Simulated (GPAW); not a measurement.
## Pt in GPAW: the effect of strain hydrostatic

Crystal: Pt.

```xyz
2
Lattice="2.6502 0.0000 0.0000 -1.3251 2.2952 0.0000 0.0000 0.0000 4.6004" Properties=species:S:1:pos:R:3 pbc="T T T"
Pt    0.0000    1.5301    1.1501
Pt    1.3251    0.7651    3.4503
```

This isn't the form of Pt at room conditions, which is fcc.

Alike in all runs:

- Program: GPAW 26.7.0
- Task: single point
- Functional: PBEsol
- Potentials or basis: PAW data sets generated in the run's folder for this functional
- Cutoff: 600 eV
- Basis: pw
- k mesh: 11 × 11 × 6
- Occupations: fermi-dirac, width 0.05 eV
- Spin: no spin polarisation
- Maxiter: 150

Q: One run gave: pressure 27.0 GPa. Which strain hydrostatic did it use?
A. 0
B. 0.02
C. 0.04
D. -0.01
E. -0.04

A: E.

| strain hydrostatic | pressure (GPa) |
| --- | --- |
| -0.04 | 27.0 |
| -0.02 | 5.0 |
| -0.01 | -3.6 |
| 0 | -10.7 |
| 0.01 | -16.7 |
| 0.02 | -21.6 |
| 0.04 | -28.8 |

Caveats: the density grid can change from cell to cell, which puts small steps into energies and stress.
